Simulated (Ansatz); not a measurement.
BN (started from an entry of an open crystallographic database) was relaxed with 3 functionals in Ansatz, cell and atoms free, the symmetry of the start kept (meshes: PBE-D3(BJ) 12×12×4, r2SCAN+rVV10 12×12×4, PBE-D4 12×12×4). No spin polarisation and no zero-point or thermal motion.

The PBE-D3(BJ) result:
```
B N
1.0
     2.50612    0.00000    0.00000
    -1.25306    2.17037    0.00000
     0.00000    0.00000    6.59736
B N
2 2
Cartesian
  0.0000 0.0000 3.2987
  0.0000 1.4469 0.0000
  0.0000 0.0000 0.0000
  1.2531 0.7235 3.2987
```

It is hexagonal, P-6m2 (No. 187); conventional cell a = 2.506 Å, c = 6.597 Å, 8.97 Å³ an atom. Around B lie 3 N at 1.45 Å; around N lie 3 B at 1.45 Å.

Question: Order the functionals by the relaxed volume, smallest first.
A. PBE-D4
B. PBE-D3(BJ)
C. r2SCAN+rVV10

Answer: C (8.80 Å³/atom), A (8.89 Å³/atom), B (8.97 Å³/atom).

Question: What lattice does PBE-D4 give?

Answer: a = 2.507 Å, c = 6.532 Å; the volume differs by -0.9 % from PBE-D3(BJ)'s. B is surrounded by 3 N at 1.45 Å; N is surrounded by 3 B at 1.45 Å (further sites aren't listed).

Question: How does the cell change with r2SCAN+rVV10?

Answer: a = 2.500 Å, c = 6.505 Å; the volume differs by -1.9 % from PBE-D3(BJ)'s. B is surrounded by 3 N at 1.44 Å; N is surrounded by 3 B at 1.44 Å (further sites aren't listed).
